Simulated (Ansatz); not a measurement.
**Ni in Ansatz: the effect of Hubbard term**

The system is Ni.

```
Ni
1.0
    -1.38372    1.38372    1.38372
     1.38372   -1.38372    1.38372
     1.38372    1.38372   -1.38372
Ni
1
Direct
  0.00000 0.00000 0.00000
```

This isn't the form of Ni at room conditions, which is fcc.

Alike in all runs:

| Property | Result |
| --- | --- |
| Program | Ansatz 0.2.0 |
| Task | density of states |
| Functional | PBEsol |
| Potentials or basis | all-electron LAPW, scalar-relativistic |
| Cutoff | 339 eV (chosen from the basis error) |
| Basis error allowed | 0.001 eV/atom |
| k mesh | 13 × 13 × 13 |
| Occupations | fermi-dirac, width 0.05 eV |
| Spin | collinear spin, ferromagnetic start |
| Starting moments | [1.0] μB |

```csv
Hubbard term,pressure (GPa),moment (μB)
none,-2.4,0.59
Ni d U = 2 eV,-2.2,0.60
Ni d U = 4 eV,?,?
```

**Question.** What does the run with Hubbard term Ni d U = 4 eV give?

**Answer.** Pressure -1.3 GPa; moment 0.63 μB.

Caveats: the magnetic state may not be the lowest (some runs); U is the effective U less J, on atomic orbitals that reach past the spheres (some runs); the U is typed as a test and isn't derived for this compound (some runs).
